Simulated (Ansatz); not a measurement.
# Preparing HfO2 (P2_1/c) as a host crystal, part 2 of 2

Before any defect goes in: HfO2 (P2_1/c) at rest, and how it screens a charge.

Ansatz 0.2.0; plane-wave PAW DFT, r2SCAN; relaxation of the host's cell and atoms; PAW set soft_1 (the session's first sound run).

So far. Step 3 (Dielectric tensors of the host): The principal values of the electronic dielectric tensor are 4.68, 5.06 and 5.09. The principal values of the static dielectric tensor are 15.30, 19.46 and 21.76.

## Step 4: Defect free supercell relaxed in its symmetry

This cell, the one that will hold the defects, is built from the relaxed host. Its coarser k-points can move the atoms a little, so it is relaxed from the symmetric sites, as the reference for the test of stability.

This step: plane-wave PAW DFT, r2SCAN; relaxation of the defect-free supercell in its symmetry; PAW set soft_1 (Ansatz 0.2.0).

System of this step: HfO2 (P2_1/c). The cell holds 96 atoms: 32 Hf and 64 O. Its edges and angles: a = 10.229 Å, b = 10.363 Å, c = 10.593 Å, α = 90.0°, β = 99.5°, γ = 90.0°.

Input file pristine.symmetric/input.yaml:

```yaml
crystal:
  lattice:
    - [10.2294504898, 0.0, 0.0087819208]
    - [0.0, 10.3626286749, 0.0]
    - [-1.7504376039, 0.0, 10.4476751421]
  atoms:
    - { symbol: Hf, position: [0.1380886692, 0.2290864202, 0.3541307092] }
    - { symbol: Hf, position: [0.3619113308, 0.4790864202, 0.3958692908] }
    - { symbol: Hf, position: [0.3619113308, 0.2709135798, 0.1458692908] }
    - { symbol: Hf, position: [0.1380886692, 0.0209135798, 0.1041307092] }
    - { symbol: O, position: [0.2239984862, 0.3711857871, 0.4892109611] }
    - { symbol: O, position: [0.2760015138, 0.1211857871, 0.2607890389] }
    - { symbol: O, position: [0.2760015138, 0.1288142129, 0.0107890389] }
    - { symbol: O, position: [0.2239984862, 0.3788142129, 0.2392109611] }
    - { symbol: O, position: [0.0349713344, 0.1667376796, 0.1721316082] }
    - { symbol: O, position: [0.4650286656, 0.4167376796, 0.0778683918] }
    - { symbol: O, position: [0.4650286656, 0.3332623204, 0.3278683918] }
    - { symbol: O, position: [0.0349713344, 0.0832623204, 0.4221316082] }
    - { symbol: Hf, position: [0.1380886692, 0.2290864202, 0.8541307092] }
    - { symbol: Hf, position: [0.3619113308, 0.4790864202, 0.8958692908] }
    - { symbol: Hf, position: [0.3619113308, 0.2709135798, 0.6458692908] }
    - { symbol: Hf, position: [0.1380886692, 0.0209135798, 0.6041307092] }
    - { symbol: O, position: [0.2239984862, 0.3711857871, 0.9892109611] }
    - { symbol: O, position: [0.2760015138, 0.1211857871, 0.7607890389] }
    - { symbol: O, position: [0.2760015138, 0.1288142129, 0.5107890389] }
    - { symbol: O, position: [0.2239984862, 0.3788142129, 0.7392109611] }
    - { symbol: O, position: [0.0349713344, 0.1667376796, 0.6721316081] }
    - { symbol: O, position: [0.4650286656, 0.4167376796, 0.5778683919] }
    - { symbol: O, position: [0.4650286656, 0.3332623204, 0.8278683919] }
    - { symbol: O, position: [0.0349713344, 0.0832623204, 0.9221316082] }
    - { symbol: Hf, position: [0.1380886692, 0.7290864202, 0.3541307092] }
    - { symbol: Hf, position: [0.3619113308, 0.9790864202, 0.3958692908] }
    - { symbol: Hf, position: [0.3619113308, 0.7709135798, 0.1458692908] }
    - { symbol: Hf, position: [0.1380886692, 0.5209135798, 0.1041307092] }
    - { symbol: O, position: [0.2239984862, 0.8711857871, 0.4892109611] }
    - { symbol: O, position: [0.2760015138, 0.6211857871, 0.2607890389] }
[... 60 atom lines left out ...]
    - { symbol: O, position: [0.7760015138, 0.6288142129, 0.5107890389] }
    - { symbol: O, position: [0.7239984862, 0.8788142129, 0.7392109611] }
    - { symbol: O, position: [0.5349713344, 0.6667376796, 0.6721316081] }
    - { symbol: O, position: [0.9650286656, 0.9167376796, 0.5778683919] }
    - { symbol: O, position: [0.9650286656, 0.8332623204, 0.8278683919] }
    - { symbol: O, position: [0.5349713344, 0.5832623204, 0.9221316082] }
basis:
  ecutwfc: 500
  xc_grid: 2
hamiltonian:
  xc: r2scan
  pseudopotentials: { kind: paw, azcp: { folder: soft_1 } }
kpoints:
  mp_grid: { grid: [1, 1, 1] }
scf:
  occupations: { method: fermi_dirac, width: 0.01 }
  max_iter: 100
  lower_state_search: "off"
output:
  forces: true
relax:
  f_tol: 0.015
  max_steps: 60
  escape_saddle: false
checkpoint:
  write: "../pristine.symmetric.run"
  compress: false
  write_wavefunctions: false
  write_every: 100000
```

Started as:

```
$ ansatz run input.yaml --threads 32 --pin off --max-ram 131891MiB --backend cuda --events-out ev --progress --plain --runs-dir out
```

Numbers of over 12 decimals in the logs are rounded to 6 here.

The log of the run:

```text
[...]
device memory: the entry about to start is reckoned to put 5.0 GiB on a device that reports 182.5 GiB free
GPU FFT provider: cuFFT
GPU libraries: cuBLAS 13.8.1, cuFFT 12.4.0, cuSOLVER 12.3.2
GPU matrix products: emulated (plane waves: as basis.precision tells), large ones in fixed point in workspaces of 1.00 GiB
Crystal: 96 atoms, lattice volume = 1107.655 Å³
Basis set: ecut = 500 eV, 28081 PW (Γ), exchange–correlation on 150×160×160 points (8 copies of the dense FFT grid, shifted against one another)
Bands: 730, of which v1, the nominal top of the filled ones, is band 608 counted from 1 (607 counted from 0)
Symmetry: 32 space group operations
[...]
k-points: 1
[...]
GPU buffer pool allocated for 480000 grid points (all kernels)
GPU transforms: local potential: pruned to the plane-wave sphere, on 75×75×80; band sums: pruned to the plane-wave sphere, on 75×80×80
[...]
SCF iter   1: F=-540044.301247 eV  HF=-540078.109117 eV  |Δ(HF+E_count)|=         —  Δρ=8.88e-2  dr2=6.76e1  dr2_τ=5.20e0  Hψ=2195
[...]
SCF iter   3: F=-540065.360828 eV  HF=-540070.040970 eV  |Δ(HF+E_count)|=   4.96e-1  Δρ=2.25e-2  dr2=4.81e0  dr2_τ=5.22e-1  Hψ=1104
automatic band count: iteration 3 solves 705 bands in place of 730: the levels show a gap, and the empty bands left out lie too high to hold charge; the band table lists the bands solved (type scf.n_extra_bands for more)
SCF iter   4: F=-540068.796286 eV  HF=-540068.664134 eV  |Δ(HF+E_count)|=    1.38e0  Δρ=7.31e-3  dr2=4.29e-1  dr2_τ=2.91e-2  Hψ=1238
[...]
SCF iter  10: F=-540068.822313 eV  HF=-540068.822313 eV  |Δ(HF+E_count)|=   4.56e-6  Δρ=1.09e-5  dr2=1.10e-6  dr2_τ=1.75e-7  Hψ=2571
SCF 1 converged in 10 iterations: F = -540068.822313 eV  dr2 = 1.10e-6
[...]
relax step   1: F+E_penalty+E_count = -540068.82231293 eV  Δ(F+E_penalty+E_count) = +0.000e0 eV  max|allowed force component| = 9.155e-3 eV/Å  Δτ_max = 0.0000 Å  (10 SCF iters, dr2 threshold 5.63e-6 eV, accepted)
[...]
SCF iter   4: F=-540068.822313 eV  HF=-540068.822313 eV  |Δ(HF+E_count)|=   3.43e-8  Δρ=8.22e-7  dr2=1.20e-8  dr2_τ=4.45e-10  Hψ=2488
SCF 2 converged in 4 iterations: F = -540068.822313 eV  dr2 = 1.20e-8
relax step   2: F+E_penalty+E_count = -540068.82231305 eV  Δ(F+E_penalty+E_count) = -1.262e-7 eV  max|allowed force component| = 9.189e-3 eV/Å  Δτ_max = 0.0000 Å  (4 SCF iters, accepted)
[...]
SCF iter   2: F=-540068.822313 eV  HF=-540068.822313 eV  |Δ(HF+E_count)|=   1.98e-9  Δρ=7.02e-7  dr2=7.14e-9  dr2_τ=3.03e-10  Hψ=1917
SCF 3 converged in 2 iterations: F = -540068.822313 eV  dr2 = 7.14e-9
SCF converged after 2 iterations
Free energy (F): -540068.822313 eV
[...]
Internal energy: -540068.822313 eV  (E = F + TS)
E sigma→0 (E₀):  -540068.822313 eV
Fermi energy:    14.893559 eV
[...]
--- Forces (eV/Å), atoms counted from 1 ---
  atom   1  Hf    -0.00621753    -0.00919331    -0.00422727
  atom   2  Hf     0.00621753    -0.00919331     0.00422727
  atom   3  Hf     0.00621753     0.00919331     0.00422727
  atom   4  Hf    -0.00621753     0.00919331    -0.00422727
  atom   5  O     -0.00678845    -0.00238227    -0.00369237
  atom   6  O      0.00678845    -0.00238227     0.00369237
  [... 90 more lines of this table ...]
  max |Σ_I F_I| component: 4.68e-17 eV/Å
--- Relaxed structure (2 steps of the walk, 2 accepted, 0 SCFs on fresh bases) ---
  F+E_penalty+E_count = -540068.82231305 eV   max|allowed force component| = 9.189e-3 eV/Å
  atoms:
    - { symbol: Hf, position: [0.138089, 0.229086, 0.354131] }
    - { symbol: Hf, position: [0.3619113308, 0.4790864202, 0.395869] }
    - { symbol: Hf, position: [0.361911, 0.2709135798, 0.145869] }
    - { symbol: Hf, position: [0.138089, 0.0209135798, 0.104131] }
    - { symbol: O, position: [0.223998, 0.3711857871, 0.489211] }
    - { symbol: O, position: [0.276002, 0.1211857871, 0.260789] }
  [... 90 more lines of this table ...]
```

Run time: 2.6 s. Hardware: 1 × NVIDIA GB200 with 32 threads of Arm Neoverse V2, shared host; peak memory 1.4 GiB; 7.4 s of CPU time.

Hardly anything moved in the relaxation; the energy changed by under 0.2 meV an atom.

## Step 5: Defect free supercell relaxed from displaced atoms

This step: plane-wave PAW DFT, r2SCAN; relaxation of the defect-free supercell from random displacements, a test of the host's stability; PAW set soft_1 (Ansatz 0.2.0).

pristine.rattled/input.yaml, as its differences from pristine.symmetric/input.yaml of step 4:

```diff
@@ -59,6 +59,6 @@
   f_tol: 0.015
-  max_steps: 60
-  escape_saddle: false
+  max_steps: 120
+  random_displacement: { amplitude: 0.06, seed: 5745 }
 checkpoint:
-  write: "../pristine.symmetric.run"
+  write: "../pristine.rattled.run"
   compress: false
```

The log of the run:

```text
[...]
Crystal: 96 atoms, lattice volume = 1107.655 Å³
Basis set: ecut = 500 eV, 28081 PW (Γ), exchange–correlation on 150×160×160 points (8 copies of the dense FFT grid, shifted against one another)
Bands: 730, of which v1, the nominal top of the filled ones, is band 608 counted from 1 (607 counted from 0)
Symmetry: 1 space group operations
k-points: 1
[...]
SCF iter   1: F=-540040.456330 eV  HF=-540075.210699 eV  |Δ(HF+E_count)|=         —  Δρ=8.92e-2  dr2=6.88e1  dr2_τ=5.29e0  Hψ=2174
[...]
SCF iter   3: F=-540061.950888 eV  HF=-540066.724099 eV  |Δ(HF+E_count)|=   5.59e-1  Δρ=2.28e-2  dr2=4.92e0  dr2_τ=5.36e-1  Hψ=1104
[...]
SCF 1 converged in 11 iterations: F = -540065.494124 eV  dr2 = 8.07e-7
[...]
relax step   1: F+E_penalty+E_count = -540065.49412353 eV  Δ(F+E_penalty+E_count) = +0.000e0 eV  max|allowed force component| = 2.301e0 eV/Å  Δτ_max = 0.0000 Å  (11 SCF iters, dr2 threshold 5.63e-6 eV, accepted)
[...]
relax step   2: F+E_penalty+E_count = -540067.37051033 eV  Δ(F+E_penalty+E_count) = -1.876e0 eV  max|allowed force component| = 1.570e0 eV/Å  Δτ_max = 0.1440 Å  (8 SCF iters, dr2 threshold 1.00e-4 eV, accepted)
relax step   3: F+E_penalty+E_count = -540068.82037446 eV  Δ(F+E_penalty+E_count) = -1.450e0 eV  max|allowed force component| = 4.131e-2 eV/Å  Δτ_max = 0.1037 Å  (7 SCF iters, dr2 threshold 1.00e-4 eV, accepted)
relax step   4: F+E_penalty+E_count = -540068.82038019 eV  Δ(F+E_penalty+E_count) = -5.726e-6 eV  max|allowed force component| = 4.170e-2 eV/Å  Δτ_max = 0.0000 Å  (5 SCF iters, accepted)
[...]
SCF iter   2: F=-540068.816341 eV  HF=-540068.816507 eV  |Δ(HF+E_count)|=   5.34e-3  Δρ=3.66e-4  dr2=7.73e-4  dr2_τ=7.90e-5  Hψ=1397
[...]
SCF iter   8: F=-540068.822641 eV  HF=-540068.822641 eV  |Δ(HF+E_count)|=   2.36e-8  Δρ=9.97e-7  dr2=7.42e-9  dr2_τ=6.28e-10  Hψ=2309
SCF 5 converged in 8 iterations: F = -540068.822641 eV  dr2 = 7.42e-9
relax step   5: F+E_penalty+E_count = -540068.82264070 eV  Δ(F+E_penalty+E_count) = -2.261e-3 eV  max|allowed force component| = 3.789e-3 eV/Å  Δτ_max = 0.0093 Å  (8 SCF iters, accepted)
[...]
SCF iter   1: F=-540068.822641 eV  HF=-540068.822641 eV  |Δ(HF+E_count)|=         —  Δρ=9.96e-7  dr2=7.41e-9  dr2_τ=6.27e-10  Hψ=2889
[...]
SCF iter   2: F=-540068.822641 eV  HF=-540068.822641 eV  |Δ(HF+E_count)|=   3.49e-9  Δρ=6.19e-7  dr2=3.22e-9  dr2_τ=1.54e-10  Hψ=1461
SCF 6 converged in 2 iterations: F = -540068.822641 eV  dr2 = 3.22e-9
SCF converged after 2 iterations
Free energy (F): -540068.822641 eV
[...]
Internal energy: -540068.822641 eV  (E = F + TS)
E sigma→0 (E₀):  -540068.822641 eV
Fermi energy:    14.891881 eV
[...]
--- Forces (eV/Å), atoms counted from 1 ---
  atom   1  Hf    -0.00198065    -0.00190863    -0.00048748
  atom   2  Hf     0.00076420    -0.00220681     0.00217498
  atom   3  Hf     0.00180740     0.00058895    -0.00024214
  atom   4  Hf    -0.00134646    -0.00044350    -0.00045454
  atom   5  O      0.00054135     0.00279593    -0.00030917
  atom   6  O      0.00021904     0.00179134     0.00073322
  [... 90 more lines of this table ...]
  max |Σ_I F_I| component: 1.04e-3 eV/Å
--- Relaxed structure (5 steps of the walk, 5 accepted, 0 SCFs on fresh bases) ---
  F+E_penalty+E_count = -540068.82264070 eV   max|allowed force component| = 3.789e-3 eV/Å
  atoms:
    - { symbol: Hf, position: [0.138082, 0.228831, 0.354167] }
    - { symbol: Hf, position: [0.361915, 0.478842, 0.395901] }
    - { symbol: Hf, position: [0.361901, 0.270838, 0.145903] }
    - { symbol: Hf, position: [0.138067, 0.020837, 0.104159] }
    - { symbol: O, position: [0.223933, 0.370981, 0.489184] }
    - { symbol: O, position: [0.276059, 0.121006, 0.260880] }
  [... 90 more lines of this table ...]
```

Elapsed: 5.1 s, on 1 × NVIDIA GB200 with 32 threads; peak memory 1.5 GiB.

Step by step:

| step | energy less that of the first step (eV) | largest force component (eV/Å) |
| --- | --- | --- |
| 1 | 0.0000 | 2.3014 |
| 2 | -1.8764 | 1.5698 |
| 3 | -3.3263 | 0.0413 |
| 4 | -3.3263 | 0.0417 |
| 5 | -3.3285 | 0.0038 |

The relaxation ends 35 meV an atom lower than the displaced start, with a largest force component of 0.0038 eV/Å.

## Step 6: Host on a dense mesh

This step: plane-wave PAW DFT, r2SCAN; single point of the defect-free host, a test of the k-point sampling; PAW set soft_1 (Ansatz 0.2.0).

System of this step: HfO2 (P2_1/c). It takes space group P2_1/c (No. 14, monoclinic). The conventional cell has a = 5.115 Å, b = 5.181 Å, c = 5.297 Å, α = 90.00°, β = 99.46°, γ = 90.00°. Nearest to Hf lie 7 O at 2.04 to 2.25 Å. Nearest to O lie 4 Hf at 2.14 to 2.25 Å. Nearest to O lie 3 Hf at 2.04 to 2.14 Å. Farther neighbours and most contacts between anions are not listed.

Input file dense/input.yaml:

```yaml
crystal:
  lattice:
    - [5.1147252449, 0.0, 0.0043909604]
    - [0.0, 5.1813143374, 0.0]
    - [-0.8752188019, 0.0, 5.2238375711]
  atoms:
    - { symbol: Hf, position: [0.2761773384, 0.4581728403, 0.7082614185] }
    - { symbol: Hf, position: [0.7238226616, 0.9581728403, 0.7917385815] }
    - { symbol: Hf, position: [0.7238226616, 0.5418271597, 0.2917385815] }
    - { symbol: Hf, position: [0.2761773384, 0.0418271597, 0.2082614185] }
    - { symbol: O, position: [0.4479969725, 0.7423715742, 0.9784219222] }
    - { symbol: O, position: [0.5520030275, 0.2423715742, 0.5215780778] }
    - { symbol: O, position: [0.5520030275, 0.2576284258, 0.0215780778] }
    - { symbol: O, position: [0.4479969725, 0.7576284258, 0.4784219222] }
    - { symbol: O, position: [0.0699426689, 0.3334753591, 0.3442632163] }
    - { symbol: O, position: [0.9300573311, 0.8334753591, 0.1557367837] }
    - { symbol: O, position: [0.9300573311, 0.6665246409, 0.6557367837] }
    - { symbol: O, position: [0.0699426689, 0.1665246409, 0.8442632163] }
basis:
  ecutwfc: 500
  xc_grid: 2
hamiltonian:
  xc: r2scan
  pseudopotentials: { kind: paw, azcp: { folder: soft_1 } }
kpoints:
  mp_grid: { grid: [6, 6, 6] }
scf:
  occupations: { method: fermi_dirac, width: 0.01 }
  max_iter: 100
  lower_state_search: "off"
checkpoint:
  write: "../dense.run"
  compress: false
  write_wavefunctions: false
  write_every: 100000
```

The log of the run:

```text
[...]
GPU FFT provider: cuFFT
GPU libraries: cuBLAS 13.8.1, cuFFT 12.4.0, cuSOLVER 12.3.2
[...]
Crystal: 12 atoms, lattice volume = 138.457 Å³
Basis set: ecut = 500 eV, 3535 PW (Γ), exchange–correlation on 80×80×80 points (8 copies of the dense FFT grid, shifted against one another)
Bands: 88, of which v1, the nominal top of the filled ones, is band 76 counted from 1 (75 counted from 0)
Symmetry: 4 space group operations
[...]
k-points: 80 of 216
[...]
GPU buffer pool allocated for 64000 grid points (all kernels)
GPU transforms: local potential and band sums: pruned to the plane-wave sphere, on 40×40×40
[...]
SCF iter   1: F=-67505.564801 eV  HF=-67509.801358 eV  |Δ(HF+E_count)|=         —  Δρ=8.88e-2  dr2=8.44e0  dr2_τ=6.45e-1  Hψ=22226
[...]
SCF iter  11: F=-67508.634752 eV  HF=-67508.634752 eV  |Δ(HF+E_count)|=   7.72e-8  Δρ=2.43e-6  dr2=7.70e-9  dr2_τ=2.64e-10  Hψ=14583
SCF 1 converged in 11 iterations: F = -67508.634752 eV  dr2 = 7.70e-9
[...]
SCF converged after 11 iterations
Free energy (F): -67508.634752 eV
[...]
Internal energy: -67508.634752 eV  (E = F + TS)
E sigma→0 (E₀):  -67508.634752 eV
Fermi energy:    14.892710 eV
[...]
```

Wall time 2.1 s (1 × NVIDIA GB200 with 32 threads); peak memory 1.1 GiB; 5.4 s of CPU time.

## Step 7: Defect free supercell at the zone centre

The supercell is run at the zone centre, to see how far that sampling misses the dense mesh.

System of this step: HfO2 (P2_1/c). The cell holds 96 atoms: 32 Hf and 64 O. Its edges and angles: a = 10.229 Å, b = 10.363 Å, c = 10.593 Å, α = 90.0°, β = 99.5°, γ = 90.0°.

pristine.sampling_gamma/input.yaml, as its differences from pristine.rattled/input.yaml of step 5:

```diff
@@ -55,10 +55,4 @@
   lower_state_search: "off"
-output:
-  forces: true
-relax:
-  f_tol: 0.015
-  max_steps: 120
-  random_displacement: { amplitude: 0.06, seed: 5745 }
 checkpoint:
-  write: "../pristine.rattled.run"
+  write: "../pristine.sampling_gamma.run"
   compress: false
```

The log of the run:

```text
[...]
GPU FFT provider: cuFFT
GPU libraries: cuBLAS 13.8.1, cuFFT 12.4.0, cuSOLVER 12.3.2
[...]
Crystal: 96 atoms, lattice volume = 1107.655 Å³
Basis set: ecut = 500 eV, 28081 PW (Γ), exchange–correlation on 150×160×160 points (8 copies of the dense FFT grid, shifted against one another)
Bands: 704, of which v1, the nominal top of the filled ones, is band 608 counted from 1 (607 counted from 0)
Symmetry: 32 space group operations
[...]
k-points: 1
[...]
GPU buffer pool allocated for 480000 grid points (all kernels)
[...]
SCF iter   1: F=-540044.265292 eV  HF=-540078.108269 eV  |Δ(HF+E_count)|=         —  Δρ=8.88e-2  dr2=6.77e1  dr2_τ=5.19e0  Hψ=2149
[...]
SCF iter  11: F=-540068.822313 eV  HF=-540068.822313 eV  |Δ(HF+E_count)|=   4.76e-7  Δρ=3.24e-6  dr2=8.57e-8  dr2_τ=1.23e-8  Hψ=1801
SCF 1 converged in 11 iterations: F = -540068.822313 eV  dr2 = 8.57e-8
[...]
SCF converged after 11 iterations
Free energy (F): -540068.822313 eV
[...]
Internal energy: -540068.822313 eV  (E = F + TS)
E sigma→0 (E₀):  -540068.822313 eV
Fermi energy:    14.893552 eV
[...]
```

Elapsed: 1.9 s, on 1 × NVIDIA GB200 with 32 threads; peak memory 1.4 GiB.

## Step 8: Results

```yaml
primitive_cell_vectors_lengths: 5.115, 5.181, 5.297 Å
electronic_dielectric_constant: principal values (4.68, 5.06, 5.09)
static_dielectric_constant: principal values (15.30, 19.46, 21.76)
gap_on_the_k_mesh_of_the_response_run_pbesol: 4.04 eV
supercell_relaxed_in_its_symmetry_less_the_displaced_and_relaxed_one: 0.000 eV
energy_an_atom_at_the_zone_centre_alone_less_that_on_the_dense_mesh: 0.003 eV
```

Step 5: The energy fell by 3.329 eV from the randomly displaced start; the atoms end within 0.005 Å of the sites as typed. The displaced cell ends within 0.01 eV of the symmetric one relaxed in its symmetry, so no lower structure shows in this supercell. The k-mesh can miss the band edges, so this gap is an upper bound at this level. All at zero temperature.

[Logs are printed without paths, hosts, clocks, repeated set-up lines and the standing remarks that a program may print on its own settings, such as how far it seeks lower states.]

[Hosts, paths, dates, database ids (printed as entryN), source tags and the programs' standing remarks are cut or masked in the printed files.]

[Runs of the host that timed out are not shown.]

[For some hosts the program warned that the k-mesh of the response run may be too coarse for force constants and the static dielectric constant; such warnings are not always shown.]
